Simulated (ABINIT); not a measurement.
An input for ABINIT 10.8.3 (AlN (F-43m)):

```
acell 3*1.0 Angstrom
rprim 
  -0.000000000000 2.183993559600 2.183993559600
  2.183993559600 -0.000000000000 2.183993559600
  2.183993559600 2.183993559600 -0.000000000000
ntypat 2
znucl 13 7
natom 2
typat 1 2
xred 
  0.000000000000 0.000000000000 0.000000000000
  0.750000000000 0.750000000000 0.750000000000
pp_dirpath "pseudos"
pseudos "Al.upf, N.upf"
ecut 36
ngkpt 6 6 6
nshiftk 1
shiftk 0 0 0
kptopt 1
chksymbreak 0
istwfk *1
occopt 1
irdwfk 1
optdriver 4
nband 29
gwcalctyp 10
ecutsigx 36
symsigma 1
nkptgw 16
kptgw 
  0.0000000000 0.0000000000 0.0000000000
  0.1666666667 0.0000000000 0.0000000000
  0.3333333333 0.0000000000 0.0000000000
  0.5000000000 0.0000000000 0.0000000000
  0.1666666667 0.1666666667 0.0000000000
  0.3333333333 0.1666666667 0.0000000000
  0.5000000000 0.1666666667 0.0000000000
  -0.3333333333 0.1666666667 0.0000000000
  -0.1666666667 0.1666666667 0.0000000000
  0.3333333333 0.3333333333 0.0000000000
  0.5000000000 0.3333333333 0.0000000000
  -0.3333333333 0.3333333333 0.0000000000
  0.5000000000 0.5000000000 0.0000000000
  0.5000000000 0.3333333333 0.1666666667
  -0.3333333333 0.3333333333 0.1666666667
  -0.3333333333 0.5000000000 0.1666666667
bdgw 
  1 13
  1 13
  1 13
  1 13
  1 13
  1 13
  1 13
  1 13
  1 13
  1 13
  1 13
  1 13
  1 13
  1 13
  1 13
  1 13
ecuteps 4.8
irdscr 1
ppmodel 1
irdqps 1
indata_prefix "in"
outdata_prefix "out"
tmpdata_prefix "tmp"
```

```sh
OMP_NUM_THREADS=1 mpirun -n 4 abinit run.abi > log
```

Estimate wall time and host memory on 4 MPI ranks of Arm Neoverse N1, shared host.

It took 89 s; on shared hardware allow 45 s to 3 min. Peak host memory was 0.84 GiB.

[Paths, hosts, dates, memory and timing lines, banners, echoed tables and standing remarks are left out of the program output.]

[Logs are printed without paths, hosts, clocks, repeated set-up lines and the standing remarks that a program may print on its own settings, such as how far it seeks lower states.]

[Runs of the session that timed out or met a known fault of the program may be left out.]

[Hosts, paths, dates, database ids (printed as entryN), source tags and the programs' standing remarks are cut or masked in the printed files.]

[G0W0 gaps are taken among the corrected bands and points alone; a level outside them can change the order at an edge.]

[Where Ansatz stands beside ABINIT at settings called matched, ABINIT's density can come from a denser mesh and the files from another edition; pairs whose starting gaps differed by over 0.03 eV were left out, so agreement reads better than it is.]
